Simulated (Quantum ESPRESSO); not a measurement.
Runs of Quantum ESPRESSO 7.5 on AlNi. Symmetry: Pm-3m, No. 221, cubic system. Conventional cell: a = 2.881 Å, b = 2.881 Å, c = 2.881 Å, α = 90.00°, β = 90.00°, γ = 90.00°. Ni (site symmetry m-3m) is surrounded by 8 Al at 2.50 Å. Al (site symmetry m-3m) is surrounded by 8 Ni at 2.50 Å. 

| task | level | potentials or basis | spin | U | cell | k mesh | cutoff (eV) | smearing | form of the LDA correlation | mixing beta | SCF threshold | symmetry | k mesh for the Wannier functions | mesh quality | gap on the mesh (eV) | pressure (GPa) | moment (μB) | V0 of scaled cells (Å³/atom) | B0 (GPa) |
| --- | --- | --- | --- | --- | --- | --- | --- | --- | --- | --- | --- | --- | --- | --- | --- | --- | --- | --- | --- |
| band structure | LDA | PseudoDojo 0.4.1 SR LDA standard | collinear, ferromagnetic start | - | as given | 9 × 9 × 9 | 1333 | fermi-dirac 0.05 eV | PW92 | 0.3 | 4e-10 Ry | - | - | not flagged | none | -9.0 | 0.00 | - | - |
| phonons | PBEsol | GBRV 1.5 PBEsol | collinear, ferromagnetic start | - | relaxed | 9 × 9 × 9 | 612 | methfessel-paxton 0.136 eV | - | 0.3 | 4e-10 Ry | - | - | not flagged | none | -0.1 | 0.00 | - | - |
| phonons | LDA | GBRV 1.5 LDA | collinear, ferromagnetic start | - | relaxed | 9 × 9 × 9 | 612 | methfessel-paxton 0.136 eV | PZ81 | 0.3 | 4e-10 Ry | - | - | not flagged | none | -0.1 | 0.00 | - | - |
| equation of state | r2SCAN | SG15 PBE 1.2 | collinear, ferromagnetic start | - | as given | 4 × 4 × 4 | 1020 | fermi-dirac 0.05 eV | - | 0.3 | 1e-08 Ry | off | - | coarse | - | - | - | 11.75 | 174 |
| phonons | PBE | GBRV 1.5 PBE | collinear, ferromagnetic start | - | relaxed | 9 × 9 × 9 | 612 | gaussian 0.136 eV | - | 0.3 | 4e-10 Ry | - | - | not flagged | none | 0.1 | 0.00 | - | - |
| Wannier functions | PBE | GBRV 1.5 PBE | collinear, ferromagnetic start | - | as given | 7 × 7 × 7 | 612 | fermi-dirac 0.05 eV | - | 0.3 | 4e-10 Ry | - | 5 × 5 × 5 | coarse | none | 2.1 | 0.00 | - | - |
| equation of state | PBE | SSSP 1.3 efficiency PBE | collinear, ferromagnetic start | - | as given | 9 × 9 × 9 | 748 | fermi-dirac 0.05 eV | - | 0.3 | 4e-10 Ry | - | - | not flagged | - | - | - | 12.12 | 160 |
| band structure | PBEsol | PseudoDojo 0.4.1 SR PBEsol standard | collinear, ferromagnetic start | - | as given | 9 × 9 × 9 | 1333 | fermi-dirac 0.05 eV | - | 0.3 | 4e-10 Ry | - | - | not flagged | none | -3.3 | 0.00 | - | - |
| equation of state | rev-vdW-DF2 | PseudoDojo 0.4.1 SR PBE standard | collinear, ferromagnetic start | - | as given | 6 × 6 × 6 | 1333 | fermi-dirac 0.05 eV | - | 0.3 | 4e-10 Ry | - | - | coarse | - | - | - | (b) | (c) |
| equation of state | PBE+D3(BJ) | PseudoDojo 0.4.1 SR PBE standard | collinear, ferromagnetic start | - | as given | 9 × 9 × 9 | 1333 | fermi-dirac 0.05 eV | - | 0.3 | 4e-10 Ry | - | - | not flagged | - | - | - | 11.73 | 173 |
| energy-loss spectrum | PBEsol | GBRV 1.5 PBE | off | - | as given | 7 × 7 × 7 | 612 | methfessel-paxton 0.136 eV | - | 0.5 | 4e-10 Ry | - | - | coarse | none | (a) | - | - | - |
| Hubbard U by linear response | PBE+U | GBRV 1.5 PBE | collinear, ferromagnetic start | Ni d U = 4 eV | as given | 8 × 8 × 8 | 612 | cold 0.272 eV | - | 0.3 | 4e-10 Ry | - | - | not flagged | none | 1.5 | 0.00 | - | - |

Q: Estimate the missing entries.

A: (a) -3.4; (b) 11.97; (c) 163.

Caveats: some runs use coarse meshes; the mesh is thin for the phonons of a metal (some runs); the potentials were made for another functional, which shifts forces and pressure (some runs); the Wannier minimisation didn't converge (some runs); the U is typed as a test and isn't derived for this compound (some runs).

A k mesh can miss the band edges.

A gap of «none» marks a metal or a gap under the smearing width.

Not every run made on this cell is shown here.
